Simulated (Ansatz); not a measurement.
## Bi, one cell by several methods

```
Bi
1.0
     4.46205    0.00000    0.00000
    -2.23103    3.86425    0.00000
     0.00000    0.00000   11.62847
Bi
2
Direct
  0.33333 0.66667 0.25000
  0.66667 0.33333 0.75000
```

Atoms are numbered in the order listed.

The cell comes from COD entry 9011614, which wasn't checked; take it as a given geometry. The listed cell was then made from it by scaling, straining or moving an atom.

Spin–orbit coupling is left out, though it moves levels of the heavy atoms by tenths of an eV or more.

All numbers are computed: DFT, PBE, PAW with Ansatz's default frozen-core files, scalar-relativistic (Ansatz 0.2.0); DFT, PBE, all-electron PAW with datasets made for the crystal, scalar-relativistic (Ansatz 0.2.0); DFT, PBE, all-electron LAPW, scalar-relativistic (Ansatz 0.2.0).

For PAW: a Γ-centred 9×9×3 k mesh, Fermi–Dirac smearing of 0.03 eV, cutoff 420 eV, no spin polarisation. The crystal-made all-electron datasets (AE datasets) take a cutoff of 240 eV at this cell. LAPW targets a basis error of 0.5 meV/atom. The Ansatz runs share mesh, smearing and spin set-up. Plane-wave (PAW) pressures include the program's estimate of the Pulay term.

Stress and pressure are positive in compression.

The change that made this cell: volume scaled by 0.95.

Spin–orbit coupling is left out, which moves gradients at and beside heavy atoms by some per cent and at worst by a factor of two.

In a metal, gradients converge slowly with the k mesh: the values move by tens of per cent from one mesh to another, at times in sign, so only the comparison on one mesh counts.

```csv
quantity,PAW,AE datasets,LAPW
pressure (GPa),-3.54,-3.54,-3.54
stress xx (GPa),-5.13,-5.13,-5.13
stress zz (GPa),-0.38,-0.38,-0.38
field gradient Vzz at Bi1 (10²¹ V/m²),?,?,–
```

Fill in "PAW" for the row "field gradient Vzz at Bi1 (10²¹ V/m²)".

-12.06.

Give the missing entry: row "field gradient Vzz at Bi1 (10²¹ V/m²)", column "AE datasets".

-11.78.
